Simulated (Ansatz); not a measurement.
Relaxed bulk GaAs:

```
CELL_PARAMETERS angstrom
0.00000 2.82914 2.82914
2.82914 0.00000 2.82914
2.82914 2.82914 0.00000
ATOMIC_POSITIONS crystal
Ga 0.00000 0.00000 0.00000
As 0.75000 0.75000 0.75000
```

Miller indices refer to the conventional cell of F-43m (No. 216), a = 5.658 Å, b = 5.658 Å, c = 5.658 Å, α = 90.00°, β = 90.00°, γ = 90.00°. The bulk's gap is 0.42 eV.

The calculation used DFT PBEsol, scalar-relativistic, plane waves, PAW in Ansatz. Cutoff 420 eV, Gaussian smearing of 0.05 eV, no spin polarisation. A dipole correction acts along the normal.

This cut of an insulator is polar or leaves open shells, so the slab is metallic here; real surfaces compensate by reconstruction or adsorbates.

A relaxed slab with low-index faces, about a nanometre thick, has these properties:

- Surface energy (mean of both faces): 1.72 J/m²
- Gap of the slab on the mesh: none (metal or semimetal)
- Work function: 4.64 eV (top), 5.80 eV (bottom)
- Dipole of the slab along +c, per cell: 0.10 e·Å

(1) Which low-index plane was cut, and which atoms end it?

Gaps are read on the k points sampled, so a band crossing between them can be missed.

Answers

(1) The (100) plane, with Ga in the top plane and As in the bottom one as cut, before relaxation. The planes from bottom to top: As, Ga, As, Ga, As, Ga, As, Ga.